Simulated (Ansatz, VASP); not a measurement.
# One calculation of TaN, two programs

```
Ta N
1.0
     0.00000    2.18793    2.18793
     2.18793    0.00000    2.18793
     2.18793    2.18793    0.00000
Ta N
1 1
Direct
  0.50000 0.50000 0.50000
  0.00000 0.00000 0.00000
```

Alike in both runs: task single point; functional r2SCAN; k mesh 16 × 16 × 16; occupations gaussian, width 0.1 eV; no spin polarisation.

```csv
,VASP,Ansatz
version,VASP 6.6.1,Ansatz 0.2.0
potentials or method,"VASP PAW PBE potentials, release 64 (Ta_pv, N)","scalar-relativistic, plane waves, PAW"
plane-wave cutoff (eV),520,500
valence electrons in the cell,16,18
```

VASP gave:

| Quantity | Value |
| --- | --- |
| gap on the k mesh at the Fermi level (eV) | none |
| pressure (GPa) | 7.2 |

Estimate Ansatz's values.

gap on the k mesh at the Fermi level (eV): none; pressure (GPa): 5.1.

A gap of «none» marks a metal or a gap that the smearing closes. The two sets of potentials don't hold the same shells in valence.

Caveats: the PAW data sets were made with another functional, which shifts forces and pressure a little (VASP). The runs have no spin-orbit coupling, so splittings on Ta are missing.
